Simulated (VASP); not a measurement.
# PtS2 (P-3m1) in VASP: further runs

One crystal, PtS2, is run at these levels: PBE; tasks: dielectric tensor.

Everything below comes from runs of VASP 6.6.1. Logs are shortened: lines on timing, memory, paths and dates and some standing lists are left out, and cuts for length are marked.

## (1) The structure

The structure is trigonal, space group P-3m1 (No. 164). The conventional cell has a = 3.543 Å, b = 3.543 Å, c = 5.039 Å, α = 90.00°, β = 90.00°, γ = 120.00°. Around Pt (site symmetry -3m) lie 6 S at 2.34 Å. S (site symmetry 3m) has 3 Pt at 2.34 Å as nearest neighbours.

## (2) Dielectric tensor, PBE

File INCAR:

```
  PREC = Accurate
  ENCUT = 340
  EDIFF = 1E-8
  ISMEAR = 0
  SIGMA = 0.01
  LREAL = F
  LASPH = T
  NELM = 100
  ALGO = Normal
  ISIF = 2
  LWAVE = F
  LCHARG = F
  GGA = PE
  LEPSILON = T
```

File KPOINTS:

```
regular mesh
0
Gamma
  10 10 6
```

File POSCAR:

```
PtS2
1.0
    3.5432000000      0.0000000000      0.0000000000
   -1.7716000000      3.0685012107      0.0000000000
    0.0000000000      0.0000000000      5.0388000000
Pt S
1 2
Direct
    0.0000000000      0.0000000000      0.0000000000
    0.6666666667      0.3333333333      0.7730000000
    0.3333333333      0.6666666667      0.2270000000
```

Potentials or basis: VASP PAW PBE potentials, release 64 (Pt, S).

Run with:

```
> cat potpaw_PBE.64/Pt/POTCAR potpaw_PBE.64/S/POTCAR > POTCAR
> mpirun -np 1 vasp_std > vasp.out
```

OUTCAR:

```text
PREC = Accurate
   ENCUT = 340
   EDIFF = 1E-8
   ISMEAR = 0
   LREAL = F
   LASPH = T
   NELM = 100
   ISIF = 2
   GGA = PE
   LEPSILON = T

 Found     72 irreducible k-points:

 Following reciprocal coordinates:
            Coordinates               Weight
  0.000000  0.000000  0.000000      1.000000
  0.100000  0.000000  0.000000      6.000000
  0.200000  0.000000  0.000000      6.000000
  0.300000  0.000000  0.000000      6.000000
  0.400000  0.000000  0.000000      6.000000
  0.500000  0.000000  0.000000      3.000000
   k-points           NKPTS =     72   k-points in BZ     NKDIM =     72   number of bands    NBANDS=     15
   number of dos      NEDOS =    301   number of ions     NIONS =      3
   total plane-waves  NPLWV =  17280
   dimension x,y,z NGX =    24 NGY =   24 NGZ =   30
   dimension x,y,z NGXF=    48 NGYF=   48 NGZF=   60
   ions per type =               1   2
   NGX,Y,Z   is equivalent  to a cutoff of  11.26, 11.26,  9.90 a.u.
   NGXF,Y,Z  is equivalent  to a cutoff of  22.52, 22.52, 19.80 a.u.
 SYSTEM =  unknown system
   PREC   = accura    normal or accurate (medium, high low for compatibility)
   ISTART =      0    job   : 0-new  1-cont  2-samecut
   ICHARG =      2    charge: 1-file 2-atom 10-const
   ISPIN  =      1    spin polarized calculation?
   LNONCOLLINEAR =      F non collinear calculations
   LSORBIT =      F    spin-orbit coupling
   LASPH  =      T    aspherical Exc in radial PAW
   ENCUT  =  340.0 eV  24.99 Ry    5.00 a.u.   5.33  5.33  7.58*2*pi/ulx,y,z
   NELM   =    100;   NELMIN=  2; NELMDL= -5     # of ELM steps
   EDIFF  = 0.1E-07   stopping-criterion for ELM
   LREAL  =      F    real-space projection
   EDIFFG = 0.1E-06   stopping-criterion for IOM
   NSW    =      0    number of steps for IOM
   IBRION =     -1    ionic relax: 0-MD 1-quasi-New 2-CG
   NFREE  =      0    steps in history (QN), initial steepest desc. (CG)
   ISIF   =      2    stress and relaxation
   ISYM   =      2    0-nonsym 1-usesym 2-fastsym
   POTIM  = 0.5000    time-step for ionic-motion
   TEBEG  =    0.0;   TEEND  =   0.0 temperature during run
   PSTRESS=    0.0 pullay stress
   NELECT =      22.0000    total number of electrons
   NUPDOWN=      -1.0000    fix difference up-down
   EMIN   =  10.00;   EMAX   =-10.00  energy-range for DOS
   EFERMI =   0.00;   METHOD = LEGACY
   ISMEAR =     0;   SIGMA  =   0.01  broadening in eV -4-tet -1-fermi 0-gaus
   EFERMI_NEDOS =   21; number of points for ismear=-14 and -15
   IALGO  =     38    algorithm
   IMIX   =      4    mixing-type and parameters
     AMIX     =   0.40;   BMIX     =  1.00
     AMIX_MAG =   1.60;   BMIX_MAG =  1.00
  volume/ion in A,a.u.               =      18.26       123.23
  Fermi-wavevector in a.u.,A,eV,Ry     =   1.207812  2.282434 19.848315  1.458810
  Thomas-Fermi vector in A             =   2.343439
   LORBIT       =      0    0 simple, 1 ext, 2 COOP (PROOUT), +10 PAW based schemes
   GGA     = PE    functional components
   LHFCALC =     F    Hartree Fock is set to
   AEXX    =    0.0000 exact exchange contribution
   IVDW    =     0    specifies the selected vdW correction
   LEPSILON=     T    determine dielectric tensor
   LRPA    =     F    only Hartree local field effects (RPA)
 non-spin polarized calculation
 Gauss-broadening in eV      SIGMA  =   0.01
  energy-cutoff  :      340.00
  volume of cell :       54.78
 maximum number of plane-waves:       801
 NGX is ok and might be reduce to    24
   NGX = 11   NGY = 11   NGZ = 15

--------------------------------------- Ionic step        1  -------------------------------------------

 number of electron      21.9999994 magnetization

 E-fermi :   6.8158     XC(G=0): -10.5746

 val. band max:        6.7738409752   @ k =   0.0000   0.2000   0.1667
 cond. band min:       7.5663515241   @ k =   0.0000   0.3000   0.3333
 fundamental gap:      0.7925105490
 Fermi energy:         6.8157516943

 k-point     1 :       0.0000    0.0000    0.0000
  band No.  band energies     occupation
      1      -8.8198      2.00000
      2      -5.5785      2.00000
      3      -0.2959      2.00000
      4      -0.2959      2.00000
      5      -0.1774      2.00000
      6       2.7648      2.00000
      7       2.7648      2.00000
      8       4.9474      2.00000
      9       5.5970      2.00000
     10       5.5970      2.00000
     11       6.6174      2.00000
     12       9.1983      0.00000
     13       9.1983      0.00000
     14      11.5344      0.00000
     15      12.5115      0.00000

 k-point     2 :       0.1000    0.0000    0.0000
  band No.  band energies     occupation
      1      -8.6853      2.00000
      2      -5.6653      2.00000
      3      -0.2041      2.00000
      4      -0.1858      2.00000
      5      -0.0419      2.00000
      6       2.5702      2.00000
      7       2.6608      2.00000
      8       4.5388      2.00000
      9       5.5951      2.00000
     10       5.6085      2.00000
     11       6.6903      2.00000
     12       8.6573      0.00000
     13       9.0920      0.00000
     14      12.1998      0.00000
     15      13.0039      0.00000

 k-point     3 :       0.2000    0.0000    0.0000
  band No.  band energies     occupation
      1      -8.3026      2.00000
      2      -5.8818      2.00000
      3       0.0399      2.00000
      4       0.0603      2.00000
      5       0.3760      2.00000
      6       1.9489      2.00000
      7       2.4698      2.00000
      8       3.9079      2.00000
      9       5.4327      2.00000
     10       5.4525      2.00000
     11       6.4347      2.00000
     12       8.2374      0.00000
     13       9.0174      0.00000
     14      12.5196      0.00000
     15      13.9366      0.00000

 k-point     4 :       0.3000    0.0000    0.0000
  band No.  band energies     occupation
      1      -7.7431      2.00000
      2      -6.1393      2.00000
      3       0.1189      2.00000
      4       0.3296      2.00000
      5       1.0419      2.00000
      6       1.2551      2.00000
      7       2.4298      2.00000
      8       3.5755      2.00000
      9       4.9335      2.00000
     10       4.9505      2.00000
     11       5.6544      2.00000
     12       8.3641      0.00000
     13       9.1979      0.00000
     14      12.1316      0.00000
     15      14.5034      0.00000

 k-point     5 :       0.4000    0.0000    0.0000
  band No.  band energies     occupation
      1      -7.1547      2.00000
      2      -6.3755      2.00000
      3      -0.4755      2.00000
      4       0.5154      2.00000
      5       1.3251      2.00000
      6       1.8554      2.00000
      7       2.7355      2.00000
      8       3.4611      2.00000
      9       4.1735      2.00000
     10       4.2332      2.00000
     11       4.8415      2.00000
     12       8.4798      0.00000
     13       9.4632      0.00000
     14      12.1497      0.00000
     15      13.6989      0.00000

 k-point     6 :       0.5000    0.0000    0.0000
  band No.  band energies     occupation
      1      -6.8094      2.00000
      2      -6.5490      2.00000
      3      -0.8215      2.00000
      4       0.5651      2.00000
      5       1.5003      2.00000
      6       2.3579      2.00000
      7       3.3252      2.00000
      8       3.4280      2.00000
      9       3.5196      2.00000
     10       3.7377      2.00000
     11       4.3886      2.00000
     12       8.5279      0.00000
     13       9.5807      0.00000
     14      12.2718      0.00000
     15      13.2904      0.00000

 [... further k-points ...]

  FORCE on cell =-STRESS in cart. coord.  units (eV):
  Direction    XX          YY          ZZ          XY          YZ          ZX
  --------------------------------------------------------------------------------------
  -------------------------------------------------------------------------------------
  Total        3.8738807      3.8738807      3.3749150      0.0000000     -0.0000000      0.0000000
  in kB      113.2942167    113.2942167     98.7016320      0.0000000     -0.0000000      0.0000000
  external PRESSURE =     108.4300218 kB  Pullay stress =       0.0000000 kB

 VOLUME and BASIS-vectors are now :
 -----------------------------------------------------------------------------
  energy-cutoff  :      340.00
  volume of cell :       54.78
      direct lattice vectors                 reciprocal lattice vectors
     3.543200000  0.000000000  0.000000000     0.282230752  0.162946001  0.000000000
    -1.771600000  3.068501211  0.000000000     0.000000000  0.325892001  0.000000000
     0.000000000  0.000000000  5.038800000     0.000000000  0.000000000  0.198459951

 POSITION                                       TOTAL-FORCE (eV/Angst)
 -----------------------------------------------------------------------------------
      0.00000      0.00000      0.00000        -0.000000      0.000000     -0.000000
      1.77160      1.02283      3.89499         0.000000     -0.000000     -1.211782
     -0.00000      2.04567      1.14381        -0.000000      0.000000      1.211782
 -----------------------------------------------------------------------------------
    total drift:                                0.000000     -0.000000     -0.000000

  FREE ENERGIE OF THE ION-ELECTRON SYSTEM (eV)
  ---------------------------------------------------
  free  energy   TOTEN  =       -15.2694208072 eV

  energy  without entropy=      -15.2694208072  energy(sigma->0) =      -15.26942081

 HEAD OF MICROSCOPIC STATIC DIELECTRIC TENSOR (INDEPENDENT PARTICLE, excluding Hartree and local field effects)
 ------------------------------------------------------
          19.581054     0.000000     0.000000
           0.000000    19.581054    -0.000000
           0.000000    -0.000000    12.076179
 ------------------------------------------------------

 Free energy of the ion-electron system (eV)
  ---------------------------------------------------
  ---------------------------------------------------
  free energy    TOTEN  =        -2.83371443 eV

  energy without entropy =       -2.83371443

------------------------ aborting loop because EDIFF is reached ----------------------------------------

--------------------------------------- Ionic step        2  -------------------------------------------

------------------------ aborting loop because EDIFF is reached ----------------------------------------

--------------------------------------- Ionic step        3  -------------------------------------------

 Free energy of the ion-electron system (eV)
  ---------------------------------------------------
  ---------------------------------------------------
  free energy    TOTEN  =        -1.30427034 eV

  energy without entropy =       -1.30427034

------------------------ aborting loop because EDIFF is reached ----------------------------------------

 PIEZOELECTRIC TENSOR FIELD DIRECTION 3  (e Angst)
 -----------------------------------------------------------------------------
     0.00559  0.00000  0.00000           (  0.00007  0.00000  0.00000)
     0.00000  0.00559  0.00000           (  0.00000  0.00007  0.00000)
     0.00000 -0.00000 -0.01692           (  0.00000  0.00000 -0.00000)

 PIEZOELECTRIC TENSOR FIELD DIRECTION 3  (C/m^2)
 -----------------------------------------------------------------------------
     0.00164  0.00000  0.00000
     0.00000  0.00164  0.00000
     0.00000 -0.00000 -0.00495

 MACROSCOPIC STATIC DIELECTRIC TENSOR (including local field effects in DFT)
 ------------------------------------------------------
          18.353800     0.000000     0.000000
          -0.000000    18.353800     0.000000
           0.000000    -0.000000     9.207966
 ------------------------------------------------------

 PIEZOELECTRIC TENSOR (including local field effects)  for field in x, y, z        (e  Angst)
          XX          YY          ZZ          XY          YZ          ZX
  --------------------------------------------------------------------------------
  x     0.00000     0.00000     0.00000     0.00000     0.00000     0.00000
  y     0.00000     0.00000     0.00000     0.00000     0.00000     0.00000
  z     0.00000     0.00000     0.00000     0.00000     0.00000     0.00000

 PIEZOELECTRIC TENSOR (including local field effects)  for field in x, y, z        (C/m^2)
          XX          YY          ZZ          XY          YZ          ZX
  --------------------------------------------------------------------------------
  x     0.00000     0.00000     0.00000     0.00000     0.00000     0.00000
  y     0.00000     0.00000     0.00000     0.00000     0.00000     0.00000
  z     0.00000     0.00000     0.00000     0.00000     0.00000     0.00000

 BORN EFFECTIVE CHARGES (including local field effects) (in |e|, cummulative output)
 ---------------------------------------------------------------------------------
 ion    1
    1     2.92831     0.00000     0.00000
    2     0.00000     2.92831     0.00000
    3     0.00000     0.00000    -0.58990
 ion    2
    1    -1.46416     0.00000     0.00000
    2     0.00000    -1.46416     0.00000
    3    -0.00000     0.00000     0.29495
 ion    3
    1    -1.46416     0.00000     0.00000
    2     0.00000    -1.46416     0.00000
    3     0.00000     0.00000     0.29495
```

Run time: 2.8 min. Hardware: 1 thread of Intel Xeon Platinum 8559C (Emerald Rapids), shared host; peak memory 0.31 GiB.

The run converged, but some of its settings lie outside the range that counts as converged, so its numbers aren't taken as properties of the crystal.

Results:

- Band gap on the k mesh: 0.79 eV, indirect (least direct gap 1.20 eV)
- Electronic dielectric tensor (diagonal): 18.35, 18.35, 9.21
- Born charges (mean of the diagonal): Pt +1.76; S -0.88 e

Caveat: spin-orbit coupling is left out, which moves the levels of the heavy elements.

[end of part 1 of 2]
